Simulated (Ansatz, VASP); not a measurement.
## BAs (base): VASP beside Ansatz

```
B As
1.0
     0.00000    2.40455    2.40455
     2.40455    0.00000    2.40455
     2.40455    2.40455    0.00000
B As
1 1
Direct
  0.00000 0.00000 0.00000
  0.25000 0.25000 0.25000
```

Alike in both runs: task single point; functional PBE; k mesh 10 × 10 × 10; occupations gaussian, width 0.02 eV; no spin polarisation.

|  | VASP | Ansatz |
| --- | --- | --- |
| version | VASP 6.6.1 | Ansatz 0.2.0 |
| potentials or method | VASP PAW PBE potentials, release 64 (B, As) | scalar-relativistic, plane waves, PAW |
| plane-wave cutoff (eV) | 520 | 420 |
| valence electrons in the cell | 8 | 18 |

|  | VASP | Ansatz | Ansatz less VASP |
| --- | --- | --- | --- |
| gap on the k mesh at the Fermi level (eV) | 1.20 | 1.20 | +0.008 |
| least direct gap on the mesh (eV) | 3.25 | 3.26 | +0.005 |
| pressure (GPa) | 0.6 | 0.0 | -0.60 |

The two sets of potentials don't hold the same shells in valence.

A k mesh can miss the band edges. Expect the measured gap to be larger: semilocal functionals such as PBE lack the derivative discontinuity.
